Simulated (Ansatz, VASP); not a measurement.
**Mg2O: VASP beside Ansatz**

```xyz
3
Lattice="2.0368 0.0000 0.0000 0.0000 3.4252 0.0000 0.0000 0.0000 4.1532" Properties=species:S:1:pos:R:3 pbc="T T T"
Mg    0.0000    0.0000    3.0906
Mg    0.0000    1.7126    0.0000
O     0.0000    0.0000    1.0626
```

Alike in both runs: task single point; functional PBE; k mesh 8 × 6 × 4; occupations gaussian, width 0.1 eV; collinear spin.

|  | VASP | Ansatz |
| --- | --- | --- |
| version | VASP 6.6.1 | Ansatz 0.2.0 |
| potentials or method | VASP PAW PBE potentials, release 64 (Mg, O) | scalar-relativistic, plane waves, PAW |
| plane-wave cutoff (eV) | 520 | 420 |
| valence electrons in the cell | 10 | 26 |

Ansatz gave:

* gap on the k mesh at the Fermi level (eV): none
* rms of the force components (eV/Å): 3.380
* net moment per atom (μB): 0.00

**Question.** Estimate VASP's values.

**Answer.** gap on the k mesh at the Fermi level (eV): none; rms of the force components (eV/Å): 3.393; net moment per atom (μB): 0.00.

Atom by atom the forces differ by 0.016 eV/Å (rms over components). A gap of «none» marks a metal or a gap that the smearing closes. The two sets of potentials don't hold the same shells in valence. Ansatz warned: «seeded_moment_not_kept».

Caveats: the k mesh is coarse (spacing up to 0.39 Å⁻¹), so the values aren't converged; forces of over 1 eV/Å show positions far from the minimum, so gaps and moduli don't describe the material at rest.
